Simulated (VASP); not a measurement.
A run of VASP 6.6.1:

Contents of INCAR:

```
PREC = Accurate
ENCUT = 520
EDIFF = 1E-6
ISMEAR = 0
SIGMA = 0.02
LREAL = False
LASPH = True
NELM = 120
ALGO = Fast
ISIF = 2
LWAVE = False
LCHARG = False
ISPIN = 2
MAGMOM = 2
LORBIT = 11
LMAXMIX = 6
GGA = CA
NBANDS = 16
```

The input KPOINTS:

```
regular mesh
0
Gamma
  9 9 9
```

The input POSCAR:

```
Pr
1.0
   -2.0973721543      2.0973721543      2.0973721543
    2.0973721543     -2.0973721543      2.0973721543
    2.0973721543      2.0973721543     -2.0973721543
Pr
1
Direct
    0.0000000000      0.0000000000      0.0000000000
```

Potentials or basis: VASP PAW PBE potentials, release 64 (Pr).

Run with:

```bash
$ cat potpaw_PBE.64/Pr/POTCAR > POTCAR
$ mpirun -np 1 vasp_std > vasp.out
```

Hardware: 1 thread of Intel(R) Xeon(R) Platinum 8488C (Sapphire Rapids), on a shared host.

Question: How long does it take, and how much memory?

Answer: Wall time 72 s on 1 thread of Intel(R) Xeon(R) Platinum 8488C (Sapphire Rapids), with other jobs on the host, peak memory 0.17 GiB. Counts: scf iterations 37, k points 35.
